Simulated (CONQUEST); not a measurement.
Write the native input for CONQUEST 1.3 that does the following.

```
Task                : single point
Functional          : RPBE
Potentials or basis : PseudoDojo NC PBEsol, SZP, grid cutoff 100 Ha
k mesh              : 6 × 6 × 6
Occupations         : methfessel-paxton of order 2, width 0.2 eV
Spin                : collinear spin, random start
Starting moments    : [0.31, -0.01] μB
Solver              : diagonalisation
SCF tolerance       : 1e-06
```

Crystal: Hf.

```
Hf
1.0
     3.88875    0.00000    0.00000
     0.00000    3.88875    0.00000
     0.00000    0.00000    3.88875
Hf
2
Direct
  0.00000 0.00000 0.00000
  0.50000 0.50000 0.50000
```

This isn't the form of Hf at room conditions, which is hcp.

The cell isn't the ideal one: volume scaled by 1.25.

The input as run:

Conquest_input

```
IO.Title Hf
IO.Coordinates coords.dat
IO.FractionalAtomicCoords T
IO.Iprint 2
IO.Iprint_init 1
General.NumberOfSpecies 2
General.PseudopotentialType hamann
General.DistanceUnits A
General.FunctionalType 103
General.DifferentFunctional T
AtomMove.TypeOfRun static
AtomMove.FullStress T
Grid.GridCutoff 100
DM.SolutionMethod diagon
Diag.MPMesh T
Diag.GammaCentred T
Diag.MPMeshX 6
Diag.MPMeshY 6
Diag.MPMeshZ 6
Diag.kT 0.00734986
minE.SCTolerance 1e-6
Diag.SmearingType 1
Diag.MPOrder 2
SC.MaxIters 100
IO.AtomChargeOutput T
Spin.SpinPolarised T
Spin.FixSpin F
SC.LinearMixingFactor 0.3
SC.MaxPulay 8
IO.DumpChargeDensity T
IO.DumpTotPot T
%block ChemicalSpeciesLabel
1 178.490 Hf_1
2 178.490 Hf_2
%endblock
%block Hf_1
Atom.SpinNeUp 6.1550
Atom.SpinNeDn 5.8450
%endblock
%block Hf_2
Atom.SpinNeUp 5.9950
Atom.SpinNeDn 6.0050
%endblock
```

coords.dat

```
    3.8887546160     0.0000000000     0.0000000000
    0.0000000000     3.8887546160     0.0000000000
    0.0000000000     0.0000000000     3.8887546160
2
  0.0000000000   0.0000000000   0.0000000000 1 T T T
  0.5000000000   0.5000000000   0.5000000000 2 T T T
```

Potentials or basis: PseudoDojo NC PBEsol, SZP, grid cutoff 100 Ha.

Run with:

```console
$ Conquest
```

Results of the run:

- Pressure: -16.6 GPa
- Band gap on the k mesh: none (metal or under the smearing width)
- Net moment: 0.00 μB per cell

Caveat: the log labels positions in bohr as Å; the potentials were made for another functional, which shifts forces and pressure; the atomic basis is small; the basis of atomic orbitals isn't converged, which shifts pressures, moduli and gaps.

It took 49 s on 1 thread of Intel(R) Xeon(R) 6975P-C (Granite Rapids), on a shared host, peak memory 0.42 GiB.
